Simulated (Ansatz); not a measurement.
NiGe: energy along a strain

NiGe, Pnma, a = 5.397 Å, b = 3.481 Å, c = 5.846 Å. Ansatz: PBE, PAW, 420 eV, Γ-centred 8×12×8 mesh on 8 atoms, Gaussian smearing 0.15 eV; no spin polarisation. Cell vectors (Å): 5.397 0.000 0.000; 0.000 3.481 0.000; 0.000 0.000 5.846. The cell is strained by x per cent times the pattern (0 0 1 0 0 0) in the order xx yy zz yz xz xy (engineering shears), with fractional coordinates held. y is the free energy over the start, V0 = 13.727 Å³/atom.

```
x (%) y (meV/atom)
-4.00             ?
-3.00          8.68
-2.00          3.73
 0.00          0.00
 1.00          0.96
 2.00          3.63
 3.00          7.91
 4.00         13.66
```

Fit y = c1 x + c2 x² + c3 x³ to the other rows, get the stiffness along the pattern, and predict the missing energy.

Least squares on the rows shown. y = 0.056655 x + 0.92150 x² − 0.020496 x³. The clamped-ion stiffness p·C·p = 2 × 9.215 eV × 160.2 / 13.727 Å³ = 215 GPa, which is C33 in these axes; c1 is there for the stress left in the start, which by itself gives a slope of 0.06 meV/atom per %. At x = -4.00 the fit asked for gives 15.83 meV/atom. The run gave 15.85 meV/atom, so the fit is 0.02 meV/atom too low, a small miss on the scale of the series.

Cost: 8 runs of about 20 core-minutes in all, on AMD EPYC (Zen 3) (shared hosts).